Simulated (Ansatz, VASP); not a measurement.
One calculation of Cu, two programs

```
Cu
1.0
     0.00000    1.72403    1.72403
     1.72403    0.00000    1.72403
     1.72403    1.72403    0.00000
Cu
1
Direct
  0.00000 0.00000 0.00000
```

Alike in both runs: functional r2SCAN; dispersion rVV10; k mesh 20 × 20 × 20; occupations gaussian, width 0.1 eV; no spin polarisation.

Ansatz relaxed the structure, and its values are those at the end. VASP's run is a single point on that final structure, the one shown.

|  | VASP | Ansatz |
| --- | --- | --- |
| version | VASP 6.6.1 | Ansatz 0.2.0 |
| potentials or method | VASP PAW PBE potentials, release 64 (Cu) | scalar-relativistic, plane waves, PAW |
| plane-wave cutoff (eV) | 520 | 500 |
| valence electrons in the cell | 11 | 19 |

|  | VASP | Ansatz | Ansatz less VASP |
| --- | --- | --- | --- |
| gap on the k mesh at the Fermi level (eV) | none | none | - |
| pressure (GPa) | 22.3 | 21.1 | -1.18 |

A gap of «none» marks a metal or a gap that the smearing closes. The two sets of potentials don't hold the same shells in valence.

Caveats: so large a pressure means that the cell lies far from this level's equilibrium, or that cutoff or potentials fall short (VASP); the potentials were made for another functional, which shifts forces and pressure (VASP).
